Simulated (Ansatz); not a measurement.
Bi: levels along high-symmetry lines

```
Bi
1.0
     0.00000    2.51465    2.51465
     2.51465    0.00000    2.51465
     2.51465    2.51465    0.00000
Bi
1
Cartesian
  0.0000 0.0000 0.0000
```

The conventional cell has a = 5.029 Å, b = 5.029 Å, c = 5.029 Å, α = 90.00°, β = 90.00°, γ = 90.00°. Around Bi (atom 1) lie 12 Bi at 3.56 Å.

The cell was built from the fcc type and relaxed in the same program, and has space group Fm-3m; it needn't be a known or the stable phase.

Spin–orbit coupling is left out, though it moves levels of the heavy atoms by tenths of an eV or more.

Method: DFT, PBE, all-electron LAPW, scalar-relativistic in Ansatz 0.2.0.

Settings: a Γ-centred 16×16×16 k mesh, Fermi–Dirac smearing of 0.05 eV, basis error target 0.5 meV/atom, no spin polarisation.

Points in fractions of the reciprocal vectors of this cell: Γ (0, 0, 0), X (0.5, 0, 0.5), U (0.625, 0.25, 0.625), K (0.375, 0.375, 0.75), L (0.5, 0.5, 0.5), W (0.5, 0.25, 0.75). The path joins them by straight lines in the order Γ–X–U–K–Γ–L–W–X; legs that retrace an earlier one aren't tabulated. Energies are in eV from the Fermi level.

Metal or insulator at this level of theory?

No gap opens: metallic or semimetallic.

Tabulate bands 16 to 21, counted from the lowest band of the run, along the path.


```csv
k (1/Å),point,band 16,band 17,band 18,band 19,band 20,band 21
0.00,Γ,-23.06,-13.48,4.77,4.77,4.77,8.58
0.31,,-23.05,-13.13,2.78,3.67,3.67,7.65
0.62,,-23.03,-12.12,-0.15,1.96,1.96,6.28
0.94,,-23.00,-10.65,-2.95,0.75,0.75,4.60
1.25,X,-22.97,-9.67,-4.41,0.32,0.32,4.00
1.36,,-22.98,-9.67,-4.35,-0.08,0.37,4.23
1.47,,-22.98,-9.66,-4.19,-0.92,0.52,4.54
1.58,,-22.99,-9.67,-3.92,-1.81,0.77,4.80
1.69,U,-23.00,-9.73,-3.55,-2.56,1.10,5.08
1.88,,-22.99,-9.79,-3.44,-2.48,0.53,6.34
2.07,,-22.99,-9.82,-3.48,-2.10,-0.13,8.07
2.26,,-22.99,-9.79,-3.44,-2.48,0.53,6.34
2.46,K,-23.00,-9.73,-3.55,-2.56,1.10,5.08
2.79,,-23.03,-10.55,-3.17,-1.85,2.54,6.35
3.12,,-23.02,-11.98,-1.36,0.57,4.11,8.32
3.45,,-23.05,-13.09,1.92,3.31,4.78,8.49
3.78,Γ,-23.06,-13.48,4.77,4.77,4.77,8.58
4.05,,-23.06,-13.22,2.32,4.48,4.48,8.07
4.32,,-23.04,-12.46,-1.13,3.90,3.90,7.39
4.59,,-23.01,-11.39,-3.94,3.42,3.42,7.18
4.86,L,-22.99,-10.73,-5.20,3.24,3.24,7.19
5.08,,-22.99,-10.60,-4.99,1.75,2.78,7.49
5.30,,-23.00,-10.25,-4.40,-0.43,1.47,7.33
5.53,,-22.99,-9.82,-3.48,-2.10,-0.13,8.07
5.75,W,-22.97,-9.60,-2.74,-2.74,-1.13,8.85
5.90,,-22.97,-9.61,-3.45,-1.88,-0.97,7.61
6.06,,-22.97,-9.64,-3.98,-0.94,-0.55,5.92
6.21,,-22.97,-9.66,-4.30,-0.07,0.01,4.57
6.37,X,-22.97,-9.67,-4.41,0.32,0.32,4.00
```
